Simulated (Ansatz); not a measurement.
## How much do the gradients of ZrSe2 depend on the method?

Cell: a Materials Project structure (computed, not necessarily an observed phase), taken as it stands.

```cif
data_structure
_symmetry_space_group_name_H-M 'P 1'
_symmetry_Int_Tables_number 1
_cell_length_a 3.8112
_cell_length_b 3.8112
_cell_length_c 6.3999
_cell_angle_alpha 90.000
_cell_angle_beta 90.000
_cell_angle_gamma 120.000
_cell_volume 80.50
loop_
_atom_site_label
_atom_site_type_symbol
_atom_site_fract_x
_atom_site_fract_y
_atom_site_fract_z
_atom_site_occupancy
Zr1 Zr 0.00000 0.00000 0.00000 1
Se2 Se 0.66667 0.33333 0.75588 1
Se3 Se 0.33333 0.66667 0.24412 1
```

Sites (sets of like atoms) are named by element and the number of their first atom in this list.

First run. Level of theory: DFT, PBE, plane waves and PAW, scalar-relativistic, 420 eV cutoff, Γ-centred 10×10×5 k-points, Fermi–Dirac smearing 0.01 eV (Ansatz 0.2.0).

| site | atom | V_zz (10²¹ V/m²) | η |
| --- | --- | --- | --- |
| Zr | 1 | -2.30 | 0.00 |
| Se | 2 | -0.58 | 0.00 |

Second run. The same atoms and settings, except that the functional is r2SCAN and the cutoff is 500 eV.

Problem. What does the second run give?

Solution. 

```csv
site,atom,V_zz,η,change of V_zz
Zr,1,-1.94,0.00,+0.36
Se,2,-0.36,0.00,+0.22
```

The largest change of V_zz is on Zr, from -2.30 to -1.94. In per cent, |V_zz| changes by -16 on Zr, -38 on Se (all sites that start above 0.5).

Without spin–orbit coupling (the program notes it for Zr) the gradients can shift somewhat, as the gap is small.
For the first run: With a gap of 0.5 eV on this mesh, small gradients can still move by 0.1 × 10²¹ V/m² or more as the k-mesh gets denser.
For the second run: With a gap of 0.8 eV on this mesh, small gradients can still move by 0.1 × 10²¹ V/m² or more as the k-mesh gets denser.
